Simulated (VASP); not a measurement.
# Be (P6_3/mmc) in VASP: a series of runs

The runs below take Be through single point, with LDA.

All numbers are computed with VASP 6.6.1; they aren't measurements. Logs are shortened: lines on timing, memory, paths and dates and some standing lists are left out, and cuts for length are marked.

### 1 The structure

The structure is hexagonal, space group P6_3/mmc (No. 194). The conventional cell has a = 2.285 Å, b = 2.285 Å, c = 3.584 Å, α = 90.00°, β = 90.00°, γ = 120.00°. Be (site symmetry -6m2) is surrounded by 12 Be at 2.23 to 2.29 Å.

### 2 Single point, LDA

Input file INCAR:

```
  ADDGRID = F
  ALGO = Normal
  EDIFF = 1E-6
  ENCUT = 460
  GGA = CA
  ISIF = 2
  ISMEAR = -5
  LASPH = T
  LCHARG = F
  LREAL = F
  LWAVE = F
  NELM = 100
  PREC = Accurate
  SIGMA = 0.2
```

Input file KPOINTS:

```
k-points
0
Gamma
  11 11 7
```

Input file POSCAR:

```
Be
1.0
    2.2853000000      0.0000000000      0.0000000000
   -1.1426500000      1.9791278553      0.0000000000
    0.0000000000      0.0000000000      3.5842000000
Be
2
Direct
    0.6556040000      0.3139550000      0.7387090000
    0.3030700000      0.6820070000      0.2728280000
```

Potentials or basis: VASP PAW LDA potentials, release 64 (Be).

Launch:

```
$ cat potpaw_LDA.64/Be/POTCAR > POTCAR
$ mpirun -np 1 vasp_std > vasp.out
```

OUTCAR:

```text
EDIFF = 1E-6
   ENCUT = 460
   GGA = CA
   ISIF = 2
   ISMEAR = -5
   LASPH = T
   LREAL = F
   NELM = 100
   PREC = Accurate

 Found    424 irreducible k-points:

 Following reciprocal coordinates:
            Coordinates               Weight
  0.000000  0.000000  0.000000      1.000000
  0.090909  0.000000  0.000000      2.000000
  0.000000  0.090909  0.000000      2.000000
 -0.090909  0.090909  0.000000      2.000000
  0.181818  0.000000  0.000000      2.000000
  0.000000  0.181818  0.000000      2.000000
   k-points           NKPTS =    424   k-points in BZ     NKDIM =    424   number of bands    NBANDS=      6
   number of dos      NEDOS =    301   number of ions     NIONS =      2
   total plane-waves  NPLWV =   7168
   dimension x,y,z NGX =    16 NGY =   16 NGZ =   28
   dimension x,y,z NGXF=    32 NGYF=   32 NGZF=   56
   ions per type =               2
   NGX,Y,Z   is equivalent  to a cutoff of  11.64, 11.64, 12.99 a.u.
   NGXF,Y,Z  is equivalent  to a cutoff of  23.28, 23.28, 25.97 a.u.
 SYSTEM =  unknown system
   PREC   = accura    normal or accurate (medium, high low for compatibility)
   ISTART =      0    job   : 0-new  1-cont  2-samecut
   ICHARG =      2    charge: 1-file 2-atom 10-const
   ISPIN  =      1    spin polarized calculation?
   LNONCOLLINEAR =      F non collinear calculations
   LSORBIT =      F    spin-orbit coupling
   LASPH  =      T    aspherical Exc in radial PAW
   ENCUT  =  460.0 eV  33.81 Ry    5.81 a.u.   4.00  4.00  6.27*2*pi/ulx,y,z
   NELM   =    100;   NELMIN=  2; NELMDL= -5     # of ELM steps
   EDIFF  = 0.1E-05   stopping-criterion for ELM
[... 12 lines left out ...]
   EMIN   =  10.00;   EMAX   =-10.00  energy-range for DOS
   EFERMI =   0.00;   METHOD = LEGACY
   ISMEAR =    -5;   SIGMA  =   0.20  broadening in eV -4-tet -1-fermi 0-gaus
   EFERMI_NEDOS =   21; number of points for ismear=-14 and -15
   IALGO  =     38    algorithm
[... 12 lines left out ...]
   LRPA    =     F    only Hartree local field effects (RPA)
 non-spin polarized calculation
 Fermi weights with tetrahedron method with Bloechl corrections
  energy-cutoff  :      460.00
  volume of cell :       16.21
 maximum number of plane-waves:       373
   NGX =  7   NGY =  7   NGZ = 13

 number of electron       4.0000000 magnetization

 Free energy of the ion-electron system (eV)
  ---------------------------------------------------
  ext. energy  EPLUGINS =         0.00000000
  ---------------------------------------------------
  free energy    TOTEN  =        -8.30320192 eV

  energy without entropy =       -8.30320192  energy(sigma->0) =       -8.30320192

 E-fermi :   6.8012     XC(G=0): -10.5318

 val. band max:        7.3282685090   @ k =  -0.4545   0.2727   0.0000
 cond. band min:       6.6569057755   @ k =   0.3636   0.3636   0.2857
 fundamental gap:     -0.6713627335
 Fermi energy:         6.8012403377

 k-point     1 :       0.0000    0.0000    0.0000
  band No.  band energies     occupation
      1      -4.5074      2.00000
      2       2.2973      2.00000
      3       7.6963      0.00000
      4      21.5201      0.00000
      5      22.2650      0.00000
      6      24.1513      0.00000

 k-point     2 :       0.0909    0.0000    0.0000
  band No.  band energies     occupation
      1      -4.2773      2.00000
      2       2.6018      2.00000
      3       7.7565      0.00000
      4      20.0764      0.00000
      5      20.8693      0.00000
      6      24.3289      0.00000

 k-point     3 :       0.0000    0.0909    0.0000
  band No.  band energies     occupation
      1      -4.2774      2.00000
      2       2.6022      2.00000
      3       7.7542      0.00000
      4      20.0748      0.00000
      5      20.8723      0.00000
      6      24.4414      0.00000

 k-point     4 :      -0.0909    0.0909    0.0000
  band No.  band energies     occupation
      1      -4.2768      2.00000
      2       2.5994      2.00000
      3       7.7693      0.00000
      4      20.2615      0.00000
      5      20.5138      0.00000
      6      24.4416      0.00000

 k-point     5 :       0.1818    0.0000    0.0000
  band No.  band energies     occupation
      1      -3.5861      2.00000
      2       3.5121      2.00000
      3       7.8745      0.00000
      4      16.8615      0.00000
      5      18.9297      0.00000
      6      23.9237      0.00000

 k-point     6 :       0.0000    0.1818    0.0000
  band No.  band energies     occupation
      1      -3.5863      2.00000
      2       3.5140      2.00000
      3       7.8623      0.00000
      4      16.8947      0.00000
      5      18.9292      0.00000
      6      23.9844      0.00000

 [... further k-points ...]
[... 5 lines left out ...]
  --------------------------------------------------------------------------------------
  -------------------------------------------------------------------------------------
  Total       -1.0245985     -0.6734885     -0.2552272      0.2181746      0.1133995     -0.1238432
  in kB     -101.2639824    -66.5627779    -25.2248270     21.5628152     11.2075927    -12.2397729
  external PRESSURE =     -64.3505291 kB  Pullay stress =       0.0000000 kB

 VOLUME and BASIS-vectors are now :
 -----------------------------------------------------------------------------
  energy-cutoff  :      460.00
  volume of cell :       16.21
      direct lattice vectors                 reciprocal lattice vectors
     2.285300000  0.000000000  0.000000000     0.437579311  0.252636533  0.000000000
    -1.142650000  1.979127855  0.000000000     0.000000000  0.505273066  0.000000000
     0.000000000  0.000000000  3.584200000     0.000000000  0.000000000  0.279002288

 POSITION                                       TOTAL-FORCE (eV/Angst)
 -----------------------------------------------------------------------------------
      1.13951      0.62136      2.64768        -0.255419      0.237770      0.897584
     -0.08669      1.34978      0.97787         0.255419     -0.237770     -0.897584
 -----------------------------------------------------------------------------------
    total drift:                                0.000000      0.000000      0.000000

  FREE ENERGIE OF THE ION-ELECTRON SYSTEM (eV)
  ---------------------------------------------------
  free  energy   TOTEN  =        -8.3032019234 eV

  energy  without entropy=       -8.3032019234  energy(sigma->0) =       -8.30320192
```

Run time: 9.2 s. Hardware: 1 thread of AMD EPYC 9R45 (Zen 5), shared host; peak memory 0.11 GiB.

These settings aren't checked as converged: the numbers below hold their error.

What came out:

```
Free energy            : -8.3032 eV
Pressure               : -6.4 GPa
Largest force          : 0.963 eV/Å
Band gap on the k mesh : none (metal or under the smearing width)
```

Caveat: tetrahedron occupations give inexact forces and stress in metals.

### 3 Single point, LDA

Edit INCAR of step 2 so:

```diff
@@ -6,3 +6,3 @@
   ISIF = 2
-  ISMEAR = -5
+  ISMEAR = 0
   LASPH = T
```

KPOINTS is that of step 2.

Input file POSCAR:

```
Be
1.0
    2.2853000000      0.0000000000      0.0000000000
   -1.1426500000      1.9791278553      0.0000000000
    0.0000000000      0.0000000000      3.5842000000
Be
2
Direct
    0.6666666667      0.3333333333      0.7500000000
    0.3333333333      0.6666666667      0.2500000000
```

Potentials or basis: VASP PAW LDA potentials, release 64 (Be).

Launch:

```
$ cat potpaw_LDA.64/Be/POTCAR > POTCAR
$ mpirun -np 1 vasp_std > vasp.out
```

OUTCAR:

```text
EDIFF = 1E-6
   ENCUT = 460
   GGA = CA
   ISIF = 2
   ISMEAR = 0
   LASPH = T
   LREAL = F
   NELM = 100
   PREC = Accurate

 Found     64 irreducible k-points:

 Following reciprocal coordinates:
            Coordinates               Weight
  0.000000  0.000000  0.000000      1.000000
  0.090909  0.000000  0.000000      6.000000
  0.181818  0.000000  0.000000      6.000000
  0.272727  0.000000  0.000000      6.000000
  0.363636  0.000000  0.000000      6.000000
  0.454545  0.000000  0.000000      6.000000
   k-points           NKPTS =     64   k-points in BZ     NKDIM =     64   number of bands    NBANDS=      6
   number of dos      NEDOS =    301   number of ions     NIONS =      2
   total plane-waves  NPLWV =   7168
   dimension x,y,z NGX =    16 NGY =   16 NGZ =   28
   dimension x,y,z NGXF=    32 NGYF=   32 NGZF=   56
   ions per type =               2
   NGX,Y,Z   is equivalent  to a cutoff of  11.64, 11.64, 12.99 a.u.
   NGXF,Y,Z  is equivalent  to a cutoff of  23.28, 23.28, 25.97 a.u.
 SYSTEM =  unknown system
   PREC   = accura    normal or accurate (medium, high low for compatibility)
   ISTART =      0    job   : 0-new  1-cont  2-samecut
   ICHARG =      2    charge: 1-file 2-atom 10-const
   ISPIN  =      1    spin polarized calculation?
[... 51 lines left out ...]
  free energy    TOTEN  =        -8.38100040 eV

  energy without entropy =       -8.37544854  energy(sigma->0) =       -8.37822447

 E-fermi :   6.8545     XC(G=0): -10.5396

 val. band max:        6.7874528966   @ k =   0.3636   0.2727   0.2857
 cond. band min:       6.9076140553   @ k =   0.3636   0.2727   0.1429
 fundamental gap:      0.1201611587
 Fermi energy:         6.8545286101

 k-point     1 :       0.0000    0.0000    0.0000
  band No.  band energies     occupation
      1      -4.4949      2.00000
      2       2.2609      2.00000
      3       7.7812      0.00000
      4      21.9207      0.00000
      5      21.9207      0.00000
      6      24.7239      0.00000
[... 37 lines left out ...]
 k-point     6 :       0.4545    0.0000    0.0000
  band No.  band energies     occupation
      1       1.0912      2.00000
      2       4.1494      2.00000
      3       9.4253      0.00000
      4      13.0461      0.00000
      5      13.8077      0.00000
      6      15.6753      0.00000

 [... further k-points ...]
[... 5 lines left out ...]
  --------------------------------------------------------------------------------------
  -------------------------------------------------------------------------------------
  Total       -0.8549727     -0.8549727     -0.6963116      0.0000000      0.0000000      0.0000000
  in kB      -84.4993795    -84.4993795    -68.8184545      0.0000000      0.0000000      0.0000000
  external PRESSURE =     -79.2724045 kB  Pullay stress =       0.0000000 kB

 VOLUME and BASIS-vectors are now :
 -----------------------------------------------------------------------------
  energy-cutoff  :      460.00
  volume of cell :       16.21
      direct lattice vectors                 reciprocal lattice vectors
     2.285300000  0.000000000  0.000000000     0.437579311  0.252636533  0.000000000
    -1.142650000  1.979127855  0.000000000     0.000000000  0.505273066  0.000000000
     0.000000000  0.000000000  3.584200000     0.000000000  0.000000000  0.279002288

 POSITION                                       TOTAL-FORCE (eV/Angst)
 -----------------------------------------------------------------------------------
      1.14265      0.65971      2.68815        -0.000000      0.000000      0.000000
     -0.00000      1.31942      0.89605         0.000000     -0.000000      0.000000
 -----------------------------------------------------------------------------------
    total drift:                                0.000000     -0.000000      0.000000

  FREE ENERGIE OF THE ION-ELECTRON SYSTEM (eV)
  ---------------------------------------------------
  free  energy   TOTEN  =        -8.3810004017 eV

  energy  without entropy=       -8.3754485413  energy(sigma->0) =       -8.37822447
```

OSZICAR:

```text
N       E                     dE             d eps       ncg     rms          rms(c)
DAV:   1    -0.478960411214E+01   -0.47896E+01   -0.16385E+03   792   0.487E+02
DAV:   2    -0.840580558695E+01   -0.36162E+01   -0.33856E+01  1158   0.448E+01
DAV:   3    -0.842626742147E+01   -0.20462E-01   -0.20449E-01   906   0.355E+00
DAV:   4    -0.842628078104E+01   -0.13360E-04   -0.13359E-04  1164   0.738E-02
DAV:   5    -0.842628078877E+01   -0.77361E-08   -0.80299E-08   918   0.107E-03    0.120E+00
DAV:   6    -0.839550417496E+01    0.30777E-01   -0.22087E-03   912   0.414E-01    0.724E-01
DAV:   7    -0.838100787234E+01    0.14496E-01   -0.38394E-03   876   0.528E-01    0.173E-02
DAV:   8    -0.838100116362E+01    0.67087E-05   -0.10210E-05  1206   0.363E-02    0.479E-03
DAV:   9    -0.838100040173E+01    0.76189E-06   -0.43330E-07   702   0.735E-03
   1 F= -.83810004E+01 E0= -.83782245E+01  d E =-.555186E-02
```

Wall time 1.6 s (1 thread of AMD EPYC 9R45 (Zen 5), shared host); peak memory 0.08 GiB.

The run converged, but some of its settings lie outside the range that counts as converged, so its numbers aren't taken as properties of the crystal.

Results:

```
Free energy            : -8.3810 eV
Pressure               : -7.9 GPa
Band gap on the k mesh : none (metal or under the smearing width)
```

### 4 The reference run

An earlier run on the cell as given: functional PBE; potentials or basis VASP PAW PBE potentials, release 64 (Be); cutoff 520 eV; k mesh 13 × 13 × 8; occupations fermi-dirac, width 0.05 eV; no spin polarisation.

* Pressure: -2.7 GPa
* Band gap on the k mesh: none (metal or under the smearing width)
